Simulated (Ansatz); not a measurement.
**Relaxing C$_{26}$N**

Theory: Ansatz, DFT PBE, scalar-relativistic, plane waves, PAW. Run with 420 eV cutoff, 4×4×3 k-mesh, Gaussian smearing of 0.10 eV, no spin polarisation.

What was changed: N after trading places with the vacancy, charge +0, atoms relaxed.

A cell with an odd number of electrons and no spin polarisation is a metal by construction and may be lower with spin.

In a supercell of 27 atoms the defect feels its periodic images, and the cell reads as a metal on the mesh, so a level in the gap can't be told from a carrier in the bands.

Spin polarisation was left out.

Command:

```bash
ansatz run input.yaml --threads 4 --pin off --max-ram 8192MiB --backend cpu --events-out ev --progress --plain --runs-dir out
```

Input:

```yaml
crystal:
  lattice:
    - [4.933065567, -4.2721600996, 0.0]
    - [-6.1663319588, -2.1360800497, 0.0]
    - [0.0, 0.0, -8.4654494173]
  atoms:
    - { symbol: "N", position: [0.7619047619, 0.8095238095, 0.75] }
    - { symbol: C, position: [0.1428571429, 0.7142857143, 0.75] }
    - { symbol: C, position: [0.7142857143, 0.5714285714, 0.75] }
    - { symbol: C, position: [0.2857142857, 0.4285714286, 0.75] }
    - { symbol: C, position: [0.8571428571, 0.2857142857, 0.75] }
    - { symbol: C, position: [0.4285714286, 0.1428571429, 0.75] }
    - { symbol: C, position: [0.0, 0.0, 0.75] }
    - { symbol: C, position: [0.5714285714, 0.8571428571, 0.25] }
    - { symbol: C, position: [0.1428571429, 0.7142857143, 0.25] }
    - { symbol: C, position: [0.7142857143, 0.5714285714, 0.25] }
    - { symbol: C, position: [0.2857142857, 0.4285714286, 0.25] }
    - { symbol: C, position: [0.8571428571, 0.2857142857, 0.25] }
    - { symbol: C, position: [0.4285714286, 0.1428571429, 0.25] }
    - { symbol: C, position: [0.0, 0.0, 0.25] }
    - { symbol: C, position: [0.3333333333, 0.6666666667, 0.75] }
    - { symbol: C, position: [0.9047619048, 0.5238095238, 0.75] }
    - { symbol: C, position: [0.4761904762, 0.380952381, 0.75] }
    - { symbol: C, position: [0.0476190476, 0.2380952381, 0.75] }
    - { symbol: C, position: [0.619047619, 0.0952380952, 0.75] }
    - { symbol: C, position: [0.1904761905, 0.9523809524, 0.75] }
    - { symbol: C, position: [0.5238095238, 0.619047619, 0.25] }
    - { symbol: C, position: [0.0952380952, 0.4761904762, 0.25] }
    - { symbol: C, position: [0.6666666667, 0.3333333333, 0.25] }
    - { symbol: C, position: [0.2380952381, 0.1904761905, 0.25] }
    - { symbol: C, position: [0.8095238095, 0.0476190476, 0.25] }
    - { symbol: C, position: [0.380952381, 0.9047619048, 0.25] }
    - { symbol: C, position: [0.9523809524, 0.7619047619, 0.25] }
basis:
  ecutwfc: 420
  xc_grid: 2
kpoints:
  mp_grid: { grid: [4, 4, 3], shift: [0.0, 0.0, 0.0] }
hamiltonian:
  xc: pbe
scf:
  occupations: { method: gaussian, width: 0.1 }
output:
  forces: true
  stress: false
  eigenvalues: true
  write_density: true
  write_potential: true
  elf: true
  volumetric_format: npy
relax:
  adjacent_minimum: "off"
  f_tol: 0.02
  max_steps: 60
```

F is the free energy.

Steps:

```csv
step,F − F(1) (eV),largest force component (eV/Å)
1,0.0000,2.638
2,-0.5092,1.700
3,-0.6882,0.624
4,-0.7180,0.282
5,-0.7241,0.135
6,-0.7249,0.025
7,-0.7250,0.006
```

Relaxed structure:

```xyz
27
Lattice="4.9331 -4.2722 0.0000 -6.1663 -2.1361 0.0000 0.0000 0.0000 -8.4654" Properties=species:S:1:pos:R:3 pbc="T T T"
N    -1.1416   -5.0384   -6.3491
C    -3.7037   -2.1340   -6.3491
C     0.0095   -4.3403   -6.3491
C    -1.3059   -2.2223   -6.3491
C     2.5285   -4.1741   -6.3491
C     1.2072   -2.1292   -6.3491
C     0.0354    0.0221   -6.3491
C    -2.4647   -4.2707   -2.1164
C    -3.6979   -2.1348   -2.1164
C     0.0017   -4.2706   -2.1164
C    -1.2315   -2.1349   -2.1164
C     2.4685   -4.2707   -2.1164
C     1.2354   -2.1346   -2.1164
C     0.0016    0.0016   -2.1164
C    -2.5877   -2.9486   -6.3491
C     1.2868   -4.9554   -6.3491
C    -0.0304   -2.8861   -6.3491
C    -1.2450   -0.7193   -6.3491
C     2.4778   -2.6889   -6.3491
C    -4.9558   -2.8309   -6.3491
C    -1.2318   -3.5588   -2.1164
C    -2.4647   -1.4226   -2.1164
C     1.2351   -3.5587   -2.1164
C     0.0017   -1.4227   -2.1164
C     3.7015   -3.5584   -2.1164
C    -3.6978   -3.5588   -2.1164
C     0.0017   -5.6948   -2.1164
```

The run converged. It took 110 s on 4 threads of Arm Neoverse V1 (shared host), peak memory 1 GiB.